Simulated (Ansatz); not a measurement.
System: W (fcc type), 1 atom in the cell.

```
W
1.0
     0.00000    2.02060    2.02060
     2.02060    0.00000    2.02060
     2.02060    2.02060    0.00000
W
1
Direct
  0.00000 0.00000 0.00000
```

Code and potentials: Ansatz PAW hard set, 700 eV. Settings of the plain PBE run: k-mesh 4×4×4 Γ-centred; Fermi–Dirac smearing of 0.15 eV; no spin polarisation; no spin–orbit coupling.

Plain PBE gives:

```
Pressure : -1.11 GPa
```

Question: What changes under PBE with spin–orbit coupling?

Answer: The pressure goes up by 0.26 GPa to -0.85 GPa.

The stress includes the program's correction for the finite plane-wave basis.

The k-mesh is coarse, so these values belong to this mesh and can lie far from the converged ones. This cubic structure is a model: it isn't the usual form of the substance at ambient conditions, and such phases are metastable or hypothetical.
